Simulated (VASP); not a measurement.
A VASP 6.6.1 single-point calculation on BaHfO₃

INCAR

```
EDIFF = 1E-7
LREAL = .FALSE.
IBRION = -1
ISIF = 2
NSW = 0
LCHARG = .FALSE.
IVDW = 12
LASPH = .TRUE.
LWAVE = .FALSE.
ENCUT = 520
SIGMA = 0.2
NBANDS = 27
NELM = 120
ISMEAR = -5
GGA = PE
PREC = High
```

KPOINTS

```
KPOINTS created by Atomic Simulation Environment
0
Gamma
6 6 6
0 0 0
```

POSCAR

```
Ba Hf O
 1.0000000000000000
     4.3441411216999999    0.0000000000000000    0.0000000000000000
     0.0000000000000000    4.3441411216999999    0.0000000000000000
     0.0000000000000000    0.0000000000000000    4.3441411216999999
 Ba  Hf  O
   1   1   3
Cartesian
  0.0000000000000000  0.0000000000000000  0.0000000000000000
  2.1720705608499999  2.1720705608499999  2.1720705608499999
  2.1720705608499999  2.1720705608499999  0.0000000000000000
  2.1720705608499999  0.0000000000000000  2.1720705608499999
  0.0000000000000000  2.1720705608499999  2.1720705608499999
```

The recommended PBE PAW datasets give the neutral cell 38 valence electrons.

Command

```
mpirun -np 1 vasp_std
```

Task: Predict the outcome of this run.

Result: It converged. Results: gap between bands v and c on the k mesh 3.32 eV; least direct gap on the k mesh 3.64 eV; pressure -14.8 GPa. Band v is the last that the valence electrons fill when counted band by band, and c is the next.

OSZICAR

```
N       E                     dE             d eps       ncg     rms          rms(c)
DAV:   1     0.220637650824E+03    0.22064E+03   -0.20636E+04  1080   0.135E+03
DAV:   2    -0.370785832700E+02   -0.25772E+03   -0.25121E+03  1358   0.309E+02
DAV:   3    -0.503648223537E+02   -0.13286E+02   -0.13227E+02  1396   0.672E+01
DAV:   4    -0.505921733489E+02   -0.22735E+00   -0.22714E+00  1508   0.807E+00
DAV:   5    -0.505956181264E+02   -0.34448E-02   -0.34443E-02  1451   0.762E-01    0.455E+01
DAV:   6    -0.435437770439E+02    0.70518E+01   -0.37616E+01  1242   0.313E+01    0.426E+01
DAV:   7    -0.432882351670E+02    0.25554E+00   -0.21815E+00  1411   0.857E+00    0.304E+01
DAV:   8    -0.432672458739E+02    0.20989E-01   -0.73860E-01  1271   0.603E+00    0.915E+00
DAV:   9    -0.432235471007E+02    0.43699E-01   -0.14015E-01  1240   0.242E+00    0.208E+00
DAV:  10    -0.432240855432E+02   -0.53844E-03   -0.11456E-02  1416   0.626E-01    0.108E+00
DAV:  11    -0.432238256689E+02    0.25987E-03   -0.87316E-04  1342   0.173E-01    0.272E-01
DAV:  12    -0.432238759137E+02   -0.50245E-04   -0.11345E-04  1340   0.645E-02    0.839E-02
DAV:  13    -0.432238840826E+02   -0.81690E-05   -0.13046E-05  1425   0.217E-02    0.468E-03
DAV:  14    -0.432238844002E+02   -0.31755E-06   -0.13753E-06  1300   0.720E-03    0.666E-03
DAV:  15    -0.432238843274E+02    0.72790E-07   -0.28278E-07  1365   0.302E-03
   1 F= -.44255368E+02 E0= -.44255368E+02  d E =0.000000E+00
```

For comparison, a separate PBE run of the intended cell, on usual settings and not on those above, gives a gap of 3.32 eV on its mesh and a pressure of -12.7 GPa.
